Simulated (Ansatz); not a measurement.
# TiSi2 (Immm) in Ansatz: a series of runs, part 2 of 2

Ansatz 0.2.0. The steps go on from the part before.

### Step 4. Relaxation of cell and atoms, PBE+D3(BJ)-ATM

The input, input.yaml:

```yaml
crystal:
  lattice:
    - [-1.472872, 1.71213, 4.212083]
    - [1.472872, -1.71213, 4.212083]
    - [1.472872, 1.71213, -4.212083]
  atoms:
    - { symbol: Ti, position: [0.0, 0.0, 0.0] }
    - { symbol: Si, position: [0.670078, 0.670078, 0.0] }
    - { symbol: Si, position: [0.329922, 0.329922, 0.0] }
hamiltonian:
  xc: pbe
  pseudopotentials: { kind: paw }
  dispersion: d3bjatm
kpoints:
  mp_grid: { grid: [12, 12, 12] }
scf:
  occupations: { method: fermi_dirac, width: 0.05 }
output:
  forces: true
  stress: true
  eigenvalues: true
  write_density: true
  write_potential: true
  elf: true
  volumetric_format: npy
relax:
  f_tol: 0.01
  max_steps: 40
  cell: { stress_tol: 0.05 }
```

Potentials or basis: Ansatz PAW.

The run is started by

```sh
ansatz run input.yaml --threads 2 --pin off --max-ram 5632MiB --backend cpu --events-out ev --progress --plain --runs-dir out
```

The log of the run:

```text
Warning: RAYON_NUM_THREADS=2 ignored (pool sized by the plan → 2); use --threads N
Engine: ansatz 0.2.0, x86_64-unknown-linux-gnu
Pseudopotentials: kind: paw
Pseudopotential: Ti, paw, valence charge 12, recommended cutoff 420 eV (normal), Ti.paw.azcp
Pseudopotential: Si, paw, valence charge 4, recommended cutoff 420 eV (normal), Si.paw.azcp
Functional definition: PBE
  parameter kappa = 0.804
  parameter beta = 0.06672455060314922
  exchange = pbe_x(kappa = kappa, mu = beta*pi^2/3)
  correlation = pbe_c(beta = beta)
Crystal: 3 atoms, lattice volume = 42.487 Å³
Basis set: ecut = 420 eV, 839 PW (Γ), exchange–correlation on 64×64×64 points (8 copies of the dense FFT grid, shifted against one another)
Bands: 14, of which v1, the nominal top of the filled ones, is band 10 counted from 1 (9 counted from 0)
Symmetry: 8 space group operations
Space group: Immm (ITA 71), of the structure as read, at distance tolerance 3.5e-5 Å
k-points: 280 of 1728
Non-local potential: Ti, projectors of the file, l = 0: 3, l = 1: 2, l = 2: 3, l = 3: 1
Non-local potential: Si, projectors of the file, l = 0: 2, l = 1: 2, l = 2: 2
PAW form: soft (Blöchl's): semilocal exchange-correlation on the pseudo side does not see the compensation charge
PAW one-centre angular grid: Ti, 590 points (default); XC on 64 Gauss nodes
PAW one-centre angular grid: Si, 110 points (default); XC on 64 Gauss nodes
Initial density: superposition of atomic densities (neutral atoms: chi_scale 0, normalization atom), corrected by the library's trained network
Initial wavefunctions: pseudopotential atomic-orbital guess
Functional: x = pbe(κ = 0.804, μ = 0.2195149727645171), c = pbe(β = 0.06672455060314922)
SCF iter   1: F=—  HF=-3773.931290 eV  |F-HF|=—  |Δ(HF+E_count)|=         —  Δρ=4.46e-3  dr2=9.44e-3  ethr=1.77e-3  ⟨swp⟩=5.1  Hψ=21826  notcnv=0
preconditioner: auto → Kerker (q_TF=auto, 2.406 Å⁻¹)  [metal: Δε(μ)=0.022 eV  Ē_g=6.585 eV  σ=0.050 eV  W_gap=0.11  n_scr=10 (ndim 8)  ℏωp=19.7 eV  f_vac=0.000  D(μ)=1.38/eV (n_scr^D=10)]
SCF iter   2: F=—  HF=-3773.930156 eV  |F-HF|=—  |Δ(HF+E_count)|=   1.13e-3  Δρ=2.59e-3  dr2=2.62e-3  ethr=4.72e-5  ⟨swp⟩=1.0  Hψ=6173  notcnv=0
SCF iter   3: F=—  HF=-3773.929970 eV  |F-HF|=—  |Δ(HF+E_count)|=   1.86e-4  Δρ=1.37e-3  dr2=1.20e-3  ethr=1.31e-5  ⟨swp⟩=2.2  Hψ=7265  notcnv=0
SCF iter   4: F=—  HF=-3773.929768 eV  |F-HF|=—  |Δ(HF+E_count)|=   2.03e-4  Δρ=2.30e-4  dr2=1.35e-5  ethr=6.00e-6  ⟨swp⟩=2.1  Hψ=4791  notcnv=0
SCF iter   5: F=—  HF=-3773.929766 eV  |F-HF|=—  |Δ(HF+E_count)|=   1.85e-6  Δρ=3.87e-5  dr2=3.48e-7  ethr=6.77e-8  ⟨swp⟩=2.5  Hψ=6411  notcnv=0
SCF iter   6: F=-3773.929766 eV  HF=-3773.929766 eV  |F-HF|=4.54e-8  |Δ(HF+E_count)|=   1.29e-7  Δρ=9.62e-6  dr2=5.30e-8  ethr=5.00e-10  ⟨swp⟩=8.0  Hψ=25300  notcnv=0
SCF 1 converged in 6 iterations: F = -3773.929766 eV  dr2 = 5.30e-8
relax step   1: F+E_penalty+E_count = -3773.92976585 eV  Δ(F+E_penalty+E_count) = +0.000e0 eV  max|allowed force component| = 1.706e-2 eV/Å  Δτ_max = 0.0000 Å  P = -4.982 GPa  Ω = 42.487 Å³  (6 SCF iters, dr2 threshold 1.00e-7 eV, accepted)
Crystal: 3 atoms, lattice volume = 40.869 Å³
Basis set: ecut = 420 eV, 793 PW (Γ), exchange–correlation on 64×64×64 points (8 copies of the dense FFT grid, shifted against one another)
Initial density: handed on by an earlier stage of this run
Initial wavefunctions: those handed on with the density
[... 22 lines left out ...]
SCF iter   1: F=—  HF=-3773.953934 eV  |F-HF|=—  |Δ(HF+E_count)|=         —  Δρ=1.36e-4  dr2=1.82e-5  ethr=8.92e-8  ⟨swp⟩=2.4  Hψ=23335  notcnv=0
preconditioner: auto → Kerker (q_TF=auto, 2.421 Å⁻¹)  [metal: Δε(μ)=0.015 eV  Ē_g=6.782 eV  σ=0.050 eV  W_gap=0.07  n_scr=10 (ndim 8)  ℏωp=20.1 eV  f_vac=0.000  D(μ)=1.32/eV (n_scr^D=10)]
SCF iter   2: F=—  HF=-3773.953936 eV  |F-HF|=—  |Δ(HF+E_count)|=   2.18e-6  Δρ=7.81e-5  dr2=4.08e-6  ethr=8.92e-8  ⟨swp⟩=1.9  Hψ=4386  notcnv=0
SCF iter   3: F=—  HF=-3773.953935 eV  |F-HF|=—  |Δ(HF+E_count)|=   9.07e-7  Δρ=4.09e-5  dr2=1.50e-6  ethr=2.04e-8  ⟨swp⟩=2.8  Hψ=6562  notcnv=0
SCF iter   4: F=-3773.953935 eV  HF=-3773.953935 eV  |F-HF|=5.04e-9  |Δ(HF+E_count)|=   3.03e-7  Δρ=6.25e-6  dr2=1.11e-8  ethr=9.28e-11  ⟨swp⟩=5.9  Hψ=21924  notcnv=0
SCF 4 converged in 4 iterations: F = -3773.953935 eV  dr2 = 1.11e-8
relax step   4: F+E_penalty+E_count = -3773.95393475 eV  Δ(F+E_penalty+E_count) = -3.771e-5 eV  max|allowed force component| = 1.038e-4 eV/Å  Δτ_max = 0.0018 Å  P = -0.001 GPa  Ω = 41.011 Å³  energy of the carried Pulay correction = +2.697e-4 eV  (4 SCF iters, dr2 threshold 1.86e-8 eV, accepted)
Initial wavefunctions: pseudopotential atomic-orbital guess (no wavefunctions were taken with the density)
iter 1 solved again at ethr=3.64e-8 eV; its pass at ethr=3.10e-3 eV (dr2=7.29e-6 eV) is discarded
SCF iter   1: F=—  HF=-3773.953686 eV  |F-HF|=—  |Δ(HF+E_count)|=         —  Δρ=3.26e-5  dr2=6.28e-8  ethr=3.64e-8  ⟨swp⟩=2.6  Hψ=31203  notcnv=0
preconditioner: auto → Kerker (q_TF=auto, 2.421 Å⁻¹)  [metal: Δε(μ)=0.015 eV  Ē_g=6.781 eV  σ=0.050 eV  W_gap=0.07  n_scr=10 (ndim 8)  ℏωp=20.1 eV  f_vac=0.000  D(μ)=1.32/eV (n_scr^D=10)]
SCF iter   2: F=—  HF=-3773.953690 eV  |F-HF|=—  |Δ(HF+E_count)|=   4.44e-6  Δρ=1.72e-5  dr2=2.54e-8  ethr=3.14e-10  ⟨swp⟩=2.0  Hψ=6661  notcnv=0
SCF iter   3: F=—  HF=-3773.953690 eV  |F-HF|=—  |Δ(HF+E_count)|=   3.74e-8  Δρ=7.15e-6  dr2=3.53e-9  ethr=1.27e-10  ⟨swp⟩=1.9  Hψ=4399  notcnv=0
SCF iter   4: F=—  HF=-3773.953690 eV  |F-HF|=—  |Δ(HF+E_count)|=   7.63e-9  Δρ=6.76e-7  dr2=2.09e-10  ethr=1.77e-11  ⟨swp⟩=2.4  Hψ=6667  notcnv=0
SCF iter   5: F=-3773.953690 eV  HF=-3773.953690 eV  |F-HF|=5.91e-12  |Δ(HF+E_count)|=  1.64e-11  Δρ=1.14e-7  dr2=6.68e-12  ethr=1.00e-12  ⟨swp⟩=3.7  Hψ=16472  notcnv=0
SCF 5 converged in 5 iterations: F = -3773.953690 eV  dr2 = 6.68e-12
relax step   5: F+E_penalty+E_count = -3773.95369016 eV  Δ(F+E_penalty+E_count) = +2.446e-4 eV  max|allowed force component| = 8.400e-6 eV/Å  Δτ_max = 0.0000 Å  P = -0.005 GPa  Ω = 41.011 Å³  stress off target by 2.08e-2 GPa  SCF on the basis re-selected at this cell (its energy is not comparable with the rows above)  (5 SCF iters)
basis re-selected at this cell: Δ(F+E_penalty+E_count) = +2.446e-4 eV, ΔP = -0.004 GPa vs the last step (what re-selecting the basis moved, of the pressure what is left beyond the Pulay correction that the steps carried, after the strain that the cell walked since its last selection, with what the two solves' SCF thresholds leave and, on support functions, any second-order correction that the steps lacked; it is no measure of the basis error at this ecutwfc). This SCF's stress stands 2.08e-2 GPa from its target on what of the cell is left free (relax.cell.stress_tol is 5.00e-2 GPa) and its largest allowed force component is 8.40e-6 eV/Å (relax.f_tol is 1.00e-2 eV/Å): within both
SCF converged after 5 iterations
Free energy (F): -3773.953690 eV
Harris-Foulkes:  -3773.953690 eV  (|F-HF|=5.91e-12)
Internal energy: -3773.942986 eV  (E = F + TS)
E sigma→0 (E₀):  -3773.948338 eV
Entropy (-TS):   -0.010704 eV (-3.568 meV/atom)
Fermi energy:    12.942435 eV
--- Per-component energies (eV) ---
  E_band       = -99.032592
  E_kinetic    = 361.360900
  E_local      = -1005.939356  (includes V_loc(G=0)·N_el)
  E_nonlocal   = 58.358169
  E_hartree    = 442.313424
  E_xc         = -212.317476
  E_vxc        = -221.512267  (∫ρ·V_xc dr)
  E_paw        = -2073.014149  (= ΣΔE_a)
  E_vpaw       = -175.927102  (= ΣTr[D̂ρ^β])
  E_aug_tail   = 0.000140  (compensation charges beyond the density's cutoff)
  E_ewald      = -1343.193680
  E_disp       = -1.510958  (pairwise vdW)
  E_smearing   = -0.010704  (= −TS)
  E_closure    = 0.000000  (closes the sum)
  Σ components = -3773.953690   (vs F -3773.953690, Δ=0.00e0)
--- Forces (eV/Å), atoms counted from 1 ---
  atom   1  Ti     0.00000000     0.00000000     0.00000000
  atom   2  Si     0.00000000     0.00000000    -0.00000840
  atom   3  Si     0.00000000     0.00000000     0.00000840
  max |Σ_I F_I| component: 1.69e-21 eV/Å
--- Stress (GPa, compression-positive) ---
       -0.020758       0.000000       0.000000
        0.000000       0.006694       0.000000
        0.000000       0.000000      -0.001969
  P = ⅓ Tr σ = -0.0053 GPa (-0.053 kbar)
--- Band table (eV; the first three rows and the last of 280) ---
  k-point 0: bands = ["-43.1808", "-19.5310", "-19.5042", "-19.2418", "0.1427", "8.0666", "8.8622", "10.7274", "12.2764", "13.7253", "15.0549", "15.4542", "16.1944", "16.9169"]
  k-point 1: bands = ["-43.1775", "-19.5271", "-19.5086", "-19.2673", "0.3563", "8.2446", "8.7510", "10.5425", "12.2602", "13.1737", "14.6237", "15.3186", "16.7204", "16.8561"]
  k-point 2: bands = ["-43.1685", "-19.5201", "-19.5166", "-19.3360", "0.9856", "8.4450", "8.6852", "10.1672", "12.1520", "12.2345", "13.4251", "15.6714", "16.6859", "17.0861"]
  k-point 279: bands = ["-43.1805", "-19.5436", "-19.5050", "-19.2422", "1.3392", "3.9688", "11.6081", "11.6266", "12.5527", "13.4234", "15.0062", "15.4868", "15.5146", "16.8264"]
--- Relaxed structure (4 steps of the walk, 4 accepted, 1 SCFs on fresh bases) ---
  F+E_penalty+E_count = -3773.95369016 eV   max|allowed force component| = 8.400e-6 eV/Å   (the final SCF, on the basis selected at the relaxed cell)
  cell:  # Å, volume = 41.0115 Å³
    - [-1.4574532488207141, 1.6928451961769033, 4.155597740045849]
    - [1.4574532488207141, -1.6928451961769033, 4.155597740045849]
    - [1.4574532488207141, 1.6928451961769033, -4.155597740045849]
  atoms:
    - { symbol: Ti, position: [-7.788394539101156e-69, 1.387624209455869e-34, 1.387624209455869e-34] }
    - { symbol: Si, position: [0.670116788209834, 0.670116788209834, 8.487346557972408e-35] }
    - { symbol: Si, position: [0.32988321179016583, 0.32988321179016583, -1.0320601319683329e-34] }
```

v_z.tsv:

```text
# z_ang	v_es[eV]	v_tot[eV]
# format = ansatz-planar-average/11
# xc	pbe
# density_cutoff_ev	1680
# datasets	Ti=:simpson_from_first_knot:soft	Si=:simpson_from_first_knot:soft
# lattice	-1.457453249	1.692845196	4.155597740
# lattice	1.457453249	-1.692845196	4.155597740
# lattice	1.457453249	1.692845196	-4.155597740
# sites	3
# site	22	0.000000000	0.000000000	-0.000000000
# site	14	-0.000000000	0.000000000	5.569471621
# site	14	-0.000000000	0.000000000	2.741723859
0.000000	-4.007340e0	-1.735334e1
0.147435	-3.856191e0	-1.717114e1
0.294871	-3.407153e0	-1.662755e1
0.442306	-2.673598e0	-1.573449e1
0.589742	-1.677694e0	-1.451586e1
0.737177	-4.500832e-1	-1.300702e1
[... 24 lines left out ...]
4.423062	-3.407153e0	-1.662755e1
4.570497	-3.856191e0	-1.717114e1
```

It took 9.4 s on 2 threads of AMD EPYC 9R45 (Zen 5), shared host; peak memory 0.53 GiB.

Results:

| Property | Result |
| --- | --- |
| Free energy | -3773.9537 eV |
| Relaxed volume | 13.67 Å³/atom |
| Relaxed cell | a = 4.718 Å, b = 4.718 Å, c = 4.718 Å, α = 144.01°, β = 137.95°, γ = 56.52° |
| Space group after relaxing (to 0.05 Å) | Immm (No. 71) |
| Energy gained by relaxing | 8.0 meV/atom |
| Ionic steps | 5 |
| Pressure after relaxing | 0.0 GPa |
| Band gap on the k mesh | none (metal or under the smearing width) |

Step by step:
```csv
step,energy change (eV),largest force (eV/Å),volume (Å³)
1,0.0000,0.0171,42.49
2,-0.0236,0.0531,40.87
3,-0.0241,0.0172,41.03
4,-0.0242,0.0001,41.01
5,-0.0239,0.0000,41.01
```

Final structure:
```cif
data_structure
_symmetry_space_group_name_H-M 'P 1'
_symmetry_Int_Tables_number 1
_cell_length_a 4.7179
_cell_length_b 4.7179
_cell_length_c 4.7179
_cell_angle_alpha 144.012
_cell_angle_beta 137.946
_cell_angle_gamma 56.520
_cell_volume 41.01
loop_
_atom_site_label
_atom_site_type_symbol
_atom_site_fract_x
_atom_site_fract_y
_atom_site_fract_z
_atom_site_occupancy
Ti1 Ti 0.00000 0.00000 0.00000 1
Si1 Si 0.67012 0.67012 0.00000 1
Si2 Si 0.32988 0.32988 0.00000 1
```

Caveat: the plane-wave basis is chosen anew once the cell has moved, so the energies of steps on either side of that aren't comparable; pairwise dispersion overbinds metals, which lowers pressure and volume.

### Step 5. Relaxation of cell and atoms, PBE+D4

Edit input.yaml of step 4 so:

```diff
@@ -12,3 +12,3 @@
   pseudopotentials: { kind: paw }
-  dispersion: d3bjatm
+  dispersion: d4
 kpoints:
@@ -21,6 +21,2 @@
   eigenvalues: true
-  write_density: true
-  write_potential: true
-  elf: true
-  volumetric_format: npy
 relax:
```

The run is started by

```sh
ansatz run input.yaml --threads 2 --pin off --max-ram 5632MiB --backend cpu --events-out ev --progress --plain --runs-dir out
```

Run time: 7.6 s. Hardware: 2 threads of AMD EPYC 9R45 (Zen 5), shared host; peak memory 0.5 GiB.

The run converged. Its results:

```
Free energy                            : -3773.6547 eV
Relaxed volume                         : 13.76 Å³/atom
Relaxed cell                           : a = 4.724 Å, b = 4.724 Å, c = 4.724 Å, α = 143.93°, β = 137.89°, γ = 56.61°
Space group after relaxing (to 0.05 Å) : Immm (No. 71)
Energy gained by relaxing              : 5.5 meV/atom
Ionic steps                            : 5
Pressure after relaxing                : 0.0 GPa
Band gap on the k mesh                 : none (metal or under the smearing width)
```

The path:
```csv
step,energy change (eV),largest force (eV/Å),volume (Å³)
1,0.0000,0.0357,42.49
2,-0.0163,0.0317,41.16
3,-0.0166,0.0095,41.29
4,-0.0166,0.0012,41.28
5,-0.0164,0.0011,41.28
```

Final structure:
```cif
data_structure
_symmetry_space_group_name_H-M 'P 1'
_symmetry_Int_Tables_number 1
_cell_length_a 4.7239
_cell_length_b 4.7239
_cell_length_c 4.7239
_cell_angle_alpha 143.935
_cell_angle_beta 137.895
_cell_angle_gamma 56.615
_cell_volume 41.28
loop_
_atom_site_label
_atom_site_type_symbol
_atom_site_fract_x
_atom_site_fract_y
_atom_site_fract_z
_atom_site_occupancy
Ti1 Ti 0.00000 0.00000 0.00000 1
Si1 Si 0.66981 0.66981 0.00000 1
Si2 Si 0.33019 0.33019 0.00000 1
```

Levels at points of the mesh, in eV from the Fermi level:
```tsv
k point	band 6	band 7	band 8	band 9	band 10	band 11	band 12	band 13	band 14
(0.00, 0.00, 0.00)	-4.85	-4.06	-2.19	-0.65	0.77	2.12	2.49	3.22	3.96
(0.00, 0.00, -0.50)	-5.40	-5.15	-4.64	-2.95	-1.32	-0.65	2.90	3.03	3.27
(0.00, -0.50, 0.00)	-8.25	-3.65	-3.42	-0.98	-0.45	0.99	2.84	3.54	4.16
(0.00, -0.50, -0.50)	-9.23	-4.39	-3.77	-0.70	0.96	2.10	2.68	3.72	4.17
(-0.50, -0.50, -0.50)	-8.95	-1.31	-1.30	-0.37	0.49	2.05	2.51	2.55	3.90
```

Caveat: the plane-wave basis is chosen anew once the cell has moved, so the energies of steps on either side of that aren't comparable; pairwise dispersion overbinds metals, which lowers pressure and volume.

### Step 6. Summary

```csv
level,gap on the mesh (eV),pressure (GPa),relaxed volume (Å³/atom)
PBE,none,0.0,14.20
PBE+D3(BJ),none,0.0,13.57
PBE+D3(BJ)-ATM,none,0.0,13.67
PBE+D4,none,0.0,13.76
```

Alike in all rows: task relaxation of cell and atoms; potentials or basis Ansatz PAW; no spin polarisation; cell relaxed; k mesh 12 × 12 × 12; cutoff (eV) 420; smearing fermi-dirac 0.05 eV.

Caveats: the plane-wave basis is chosen anew once the cell has moved, so the energies of steps on either side of that aren't comparable; pairwise dispersion overbinds metals, which lowers pressure and volume (some runs).

Total energies depend on the potentials used, so only differences within one code and one set of settings carry meaning.
